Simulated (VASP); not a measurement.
# BeTe: G0W0 on PBE, by volume over the given one and cell

BeTe, F-43m (no. 216), 2 atoms in the cell. PBE, GW; PAW potentials Te_GW, Be_GW (PBE set).

| Volume over the given one | Cell | Quasiparticle gap on the mesh (eV) | Gap of the starting point on the mesh (eV) | Quasiparticle gap at the zone centre (eV) | Starting gap at the zone centre (eV) | Correction of the gap between the band edges on the mesh (eV) | Time (s) |
|---|---|---|---|---|---|---|---|
| 0.94 | scale = 0.94 | 2.47 | 1.67 | 4.52 | 3.49 | 0.81 | 41 |
| 0.97 | scale = 0.97 | 2.58 | 1.76 | 4.57 | 3.53 | 0.82 | 40 |
| 1 | as given | 2.67 | 1.84 | 4.61 | 3.56 | 0.83 | 38 |
| 1.03 | scale = 1.03 | 2.75 | 1.92 | 4.64 | 3.59 | 0.84 | 42 |

Limits: spin-orbit coupling is left out, which can change the gap by several tenths of an eV or more with Te; the mesh is coarse: the screening isn't converged, and the gap may still move by about 0.1 eV.

## Input of the first row

INCAR.step1:
```
PREC = Accurate
ENCUT = 300
ISMEAR = 0
SIGMA = 0.05
LASPH = True
LREAL = False
GGA = PE
ALGO = Normal
EDIFF = 1E-8
NELM = 150
LWAVE = True
LCHARG = False
KPAR = 4
```

INCAR.step2, as INCAR.step1 but for:
```
- ALGO = Normal
- NELM = 150
+ ALGO = Exact
+ NELM = 1
+ ISTART = 1
+ NBANDS = 184
+ LOPTICS = True
```

INCAR.step3:
```
PREC = Accurate
ENCUT = 300
ISMEAR = 0
SIGMA = 0.05
LASPH = True
LREAL = False
GGA = PE
ALGO = EVGW0
NBANDS = 184
NBANDSGW = 8
ENCUTGW = 160
NOMEGA = 48
PRECFOCK = Fast
ISTART = 1
LWAVE = False
LCHARG = False
NELMGW = 1
KPAR = 4
```

KPOINTS:
```
k-points
0
Gamma
  4 4 4
```

POSCAR:
```
BeTe
1.0
    0.0000000000      2.7134535211      2.7134535211
    2.7134535211      0.0000000000      2.7134535211
    2.7134535211      2.7134535211      0.0000000000
Te Be
1 1
Direct
    0.7500000000      0.7500000000      0.7500000000
    0.0000000000      0.0000000000      0.0000000000
```

Commands (each step's output is kept before the next begins):
```
cat potpaw_PBE.64/Te_GW/POTCAR potpaw_PBE.64/Be_GW/POTCAR > POTCAR
cp INCAR.step1 INCAR
mpirun -np 4 vasp_std > vasp.out
cp INCAR.step2 INCAR
mpirun -np 4 vasp_std > vasp.out
cp INCAR.step3 INCAR
mpirun -np 4 vasp_std > vasp.out
```

VASP 6.6.1 took 41 s on 4 cores (Intel Xeon Platinum 8259CL @ 2.50GHz (Skylake/Cascade Lake)), a shared host.
